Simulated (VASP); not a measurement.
Write the native input for VASP 6.6.1 that does the following.

- Task: single point
- Functional: PBEsol
- Potentials or basis: VASP PAW PBE potentials, release 64 (Ti_sv)
- Cutoff: 520 eV
- k mesh: 6 × 6 × 4
- Occupations: gaussian, width 0.1 eV
- Spin: no spin polarisation
- Dipole correction: no
- Further INCAR settings: ALGO = Normal; EDIFF = 1e-07; NBANDS = 25

The structure of Ti lies in POSCAR:

```
Ti
1.0
    4.5797625371      0.0000000000      0.0000000000
   -2.2898812686      3.9661907004      0.0000000000
    0.0000000000      0.0000000000      2.7416112594
Ti
3
Direct
    0.3332389524      0.0000000000      0.3333333333
    0.0000000000      0.3332389524      0.6666666667
    0.6667610476      0.6667610476      0.0000000000
```

The cell was built by a generator and needn't be a form met in nature.

The input as run:

INCAR

```
SYSTEM = Ti
PREC     = Accurate       ! precision mode
ENCUT    = 520            ! plane-wave cutoff, eV
EDIFF    = 1E-7           ! SCF threshold, eV
ISMEAR   = 0              ! smearing method
SIGMA    = 0.1            ! smearing width, eV
LREAL    = .False.        ! projectors in reciprocal space
LASPH    = .True.         ! aspherical terms in the spheres
NELM     = 100            ! most SCF steps
ALGO     = Normal         ! electronic algorithm
ISIF     = 2              ! what is computed and relaxed
LWAVE    = .False.        ! write WAVECAR
LCHARG   = .False.        ! write CHGCAR
GGA      = PS             ! functional
NBANDS   = 25             ! bands
```

KPOINTS

```
Automatic mesh
0
Gamma
  6 6 4
  0 0 0
```

Potentials or basis: VASP PAW PBE potentials, release 64 (Ti_sv).

The run is started by

```console
$ cat potpaw_PBE.64/Ti_sv/POTCAR > POTCAR
$ mpirun -np 1 vasp_std > vasp.out
```

Results of the run:

- Pressure: -0.3 GPa
- Band gap on the k mesh: none (metal or under the smearing width)

Caveat: the k mesh is coarse (spacing up to 0.57 Å⁻¹), so the values aren't converged; the PAW data sets were made with another functional, which shifts forces and pressure a little.

Wall time 27 s on 1 thread of AMD EPYC 9R14 (Zen 4) (shared host), peak memory 0.14 GiB.
